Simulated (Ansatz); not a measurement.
An input for the plane-wave PAW code Ansatz:

```yaml
crystal:
  lattice:
    - [6.832029205, 1.0e-10, 0.0]
    - [-3.4160146026, 5.9167108509, 0.0]
    - [0.0, 0.0, 6.5484713586]
  atoms:
    - { symbol: Ti, position: [0.0, 0.0, 0.0] }
    - { symbol: S, position: [0.1666666667, 0.3333333333, 0.2165974857] }
    - { symbol: S, position: [0.3333333333, 0.1666666667, 0.7834025143] }
    - { symbol: Ti, position: [0.0, 0.5, 0.0] }
    - { symbol: S, position: [0.1666666667, 0.8333333333, 0.2165974857] }
    - { symbol: S, position: [0.3333333333, 0.6666666667, 0.7834025143] }
    - { symbol: Ti, position: [0.5, 0.0, 0.0] }
    - { symbol: S, position: [0.6666666667, 0.3333333333, 0.2165974857] }
    - { symbol: S, position: [0.8333333333, 0.1666666667, 0.7834025143] }
    - { symbol: Ti, position: [0.5, 0.5, 0.0] }
    - { symbol: S, position: [0.6666666667, 0.8333333333, 0.2165974857] }
    - { symbol: S, position: [0.8333333333, 0.6666666667, 0.7834025143] }
basis:
  ecutwfc: 420
  ecutrho_ratio: 4
kpoints:
  mp_grid: { grid: [4, 4, 4] }
hamiltonian:
  xc: pbe
scf:
  occupations: { method: gaussian, width: 0.05 }
output:
  forces: true
  stress: true
  eigenvalues: true
```

Launched as:
```sh
ansatz run input.yaml --threads 2 --pin off --max-ram 2662MiB --backend cpu --events-out ev --progress --plain --runs-dir out
```

The compound is reported in the structure type of the start.

**Question.** What will the run give?

**Answer.** Pressure 0.0 GPa, gap on the mesh zero (metallic), largest force component 0.007 eV/Å (PBE, scalar-relativistic).

The output:

```
Pseudopotentials: kind: paw
Pseudopotential: Ti, paw, valence charge 12, recommended cutoff 420 eV (normal), Ti.paw.azcp
Pseudopotential: S, paw, valence charge 6, recommended cutoff 420 eV (normal), S.paw.azcp
Crystal: 12 atoms, lattice volume = 264.710 Å³
Basis set: ecut = 420 eV, 5193 PW (Γ), exchange–correlation on 96×96×90 points (8 copies of the dense FFT grid, shifted against one another)
Bands: 60, of which v1, the nominal top of the filled ones, is band 48 counted from 1 (47 counted from 0)
Symmetry: 48 space group operations
Space group: P-3m1 (ITA 164), of the structure as read, at distance tolerance 6.4e-5 Å
k-points: 13 of 64
Initial density: superposition of atomic densities (neutral atoms: chi_scale 0, normalization atom), corrected by the library's trained network
Initial wavefunctions: pseudopotential atomic-orbital guess
Functional: x = pbe(κ = 0.804, μ = 0.21951), c = pbe(β = 0.06672)
```

SCF trace (energy estimate counted from the last row):
```tsv
iteration	ΔE (eV)	density residual (eV)
1	-0.008	8.89e-2
2	-0.057	5.63e-1
3	-3.5e-04	1.74e-3
4	-3.0e-04	5.98e-5
5	-2.0e-06	5.91e-6
6	0.000	1.49e-7
7	0.000	9.60e-9
```

```
SCF 1 converged in 7 iterations: F = -17230.778148 eV  dr2 = 9.60e-9
SCF converged after 7 iterations
Free energy (F): -17230.778148 eV
E sigma→0 (E₀):  -17230.775612 eV
Entropy (-TS):   -0.005073 eV (-0.423 meV/atom)
Fermi energy:    6.019790 eV
--- Forces (eV/Å), atoms counted from 1 ---
  atom   1  Ti     0.00000000     0.00000000     0.00000000
  atom   2  S      0.00000000     0.00000000     0.00679005
  atom   3  S      0.00000000     0.00000000    -0.00679005
  atom   4  Ti     0.00000000     0.00000000     0.00000000
  atom   5  S      0.00000000     0.00000000     0.00679005
  atom   6  S      0.00000000     0.00000000    -0.00679005
  atom   7  Ti     0.00000000     0.00000000     0.00000000
  atom   8  S      0.00000000     0.00000000     0.00679005
  atom   9  S      0.00000000     0.00000000    -0.00679005
  atom  10  Ti     0.00000000     0.00000000     0.00000000
  atom  11  S      0.00000000     0.00000000     0.00679005
  atom  12  S      0.00000000     0.00000000    -0.00679005
--- Stress (GPa, compression-positive) ---
        0.016372       0.000000       0.000000
        0.000000       0.016372       0.000000
        0.000000       0.000000       0.050953
  P = ⅓ Tr σ = 0.0279 GPa (0.279 kbar)
--- Band table (eV; the first three rows and the last of 13) ---
  k-point 0: bands = ["-51.6987", "-51.6871", "-51.6871", "-51.6871", "-28.0046", "-28.0046", "-28.0046", "-27.9287", "-27.9074", "-27.9074", "-27.9074", "-27.9035", "-27.9035", "-27.9035", "-27.8785", "-27.8785", "-7.5672", "-6.2519", "-6.0679", "-6.0679", "-6.0679", "-5.8928", "-5.8928", "-5.8928", "0.8164", "0.8164", "0.8164", "1.1745", "2.0509", "2.0509", "2.0509", "3.1616", "3.1616", "3.1616", "3.2190", "3.2190", "3.2863", "3.2863", "3.2863", "3.8618", "3.8618", "3.8618", "4.5657", "4.5657", "4.5657", "5.1553", "6.0135", "6.0135", "6.1320", "6.1320", "6.1320", "6.4365", "6.4365", "6.9264", "7.4603", "7.4603", "7.4603"]
  k-point 1: bands = ["-51.6987", "-51.6871", "-51.6871", "-51.6871", "-28.0046", "-28.0046", "-28.0046", "-27.9287", "-27.9074", "-27.9074", "-27.9074", "-27.9035", "-27.9035", "-27.9035", "-27.8785", "-27.8785", "-7.5350", "-6.3078", "-6.0807", "-6.0807", "-6.0807", "-5.8773", "-5.8773", "-5.8773", "0.8024", "0.8024", "0.8024", "1.4016", "1.9566", "1.9566", "1.9566", "3.1597", "3.1597", "3.1597", "3.2218", "3.2218", "3.2721", "3.2721", "3.2721", "4.0820", "4.0820", "4.0820", "4.5937", "4.5937", "4.5937", "4.6214", "6.0005", "6.0005", "6.0752", "6.0752", "6.0752", "6.4353", "6.4353", "7.1449", "7.4599", "7.4599", "7.4599"]
  k-point 2: bands = ["-51.6987", "-51.6871", "-51.6871", "-51.6871", "-28.0046", "-28.0046", "-28.0046", "-27.9287", "-27.9074", "-27.9074", "-27.9074", "-27.9035", "-27.9035", "-27.9035", "-27.8785", "-27.8785", "-7.5000", "-6.3662", "-6.0917", "-6.0917", "-6.0917", "-5.8636", "-5.8636", "-5.8636", "0.7889", "0.7889", "0.7889", "1.6853", "1.8719", "1.8719", "1.8719", "3.1703", "3.1703", "3.1703", "3.2246", "3.2246", "3.2584", "3.2584", "3.2584", "4.1102", "4.2939", "4.2939", "4.2939", "4.6213", "4.6213", "4.6213", "5.9877", "5.9877", "6.0044", "6.0044", "6.0044", "6.4340", "6.4340", "7.2868", "7.4595", "7.4595", "7.4595"]
  k-point 12: bands = ["-51.6941", "-51.6900", "-51.6900", "-51.6859", "-27.9812", "-27.9667", "-27.9667", "-27.9469", "-27.9268", "-27.9189", "-27.9107", "-27.9107", "-27.9062", "-27.9062", "-27.9011", "-27.8920", "-6.9995", "-6.4798", "-6.4798", "-6.2015", "-6.0425", "-6.0425", "-5.8956", "-5.8396", "1.4469", "1.7519", "1.7519", "1.8423", "2.1247", "2.1247", "2.1902", "2.2092", "2.4957", "2.9962", "2.9962", "3.2072", "3.2197", "3.3257", "3.3257", "3.6076", "3.8461", "3.8478", "4.0056", "4.0056", "4.4877", "4.6310", "4.6310", "4.8890", "6.6580", "6.6580", "6.7766", "6.9829", "7.1764", "7.3513", "7.3513", "7.5544", "7.5714"]
```

It ran for 4.9 s on 2 threads of Arm Neoverse V2 (shared host), peak memory 0.62 GiB.

Absolute energies hang on the potentials; compare differences alone.

The structure is built of weakly bound layers, and this functional has no dispersion term, so their spacing and all that hangs on it (volume, the soft elastic constants, low modes, dielectric constants) are poorly given. The k-mesh is coarse, so small energy differences aren't converged.
